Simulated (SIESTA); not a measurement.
Crystal: TiAl3.

```
CELL_PARAMETERS angstrom
-1.91111 1.91111 4.28067
1.91111 -1.91111 4.28067
1.91111 1.91111 -4.28067
ATOMIC_POSITIONS crystal
Ti 0.00000 0.00000 0.00000
Al 0.25000 0.75000 0.50000
Al 0.75000 0.25000 0.50000
Al 0.50000 0.50000 0.00000
```

The cell comes from a database or a generator and needn't be the stable form of this composition.

Base run:

- Program: SIESTA 5.4.2
- Functional: PBEsol
- Potentials or basis: PseudoDojo 0.4 standard (PBEsol files)
- Basis: TZDP (energy shift 0.003 Ry; two zetas on semicore shells)
- Grid cutoff: 800 Ry
- Energy shift: 0.003 Ry
- k mesh: 10 × 10 × 10
- Occupations: fermi-dirac, width 0.05 eV
- Spin: no spin polarisation

Its results: band gap on the k mesh none (metal or under the smearing width); pressure 0.1 GPa.

Task: After a change of settings the same cell gave: band gap on the k mesh none (metal or under the smearing width); pressure 3.8 GPa. Which change was it?
A. basis from TZDP (energy shift 0.003 Ry; two zetas on semicore shells) to SZ (energy shift 0.003 Ry)
B. basis from TZDP (energy shift 0.003 Ry; two zetas on semicore shells) to SZP (energy shift 0.003 Ry)
C. basis from TZDP (energy shift 0.003 Ry; two zetas on semicore shells) to DZ (energy shift 0.003 Ry; two zetas on semicore shells)
D. basis from TZDP (energy shift 0.003 Ry; two zetas on semicore shells) to TZP (energy shift 0.003 Ry; two zetas on semicore shells)

Result: B.

Caveats: the basis of atomic orbitals isn't converged, which shifts pressures, moduli and gaps.
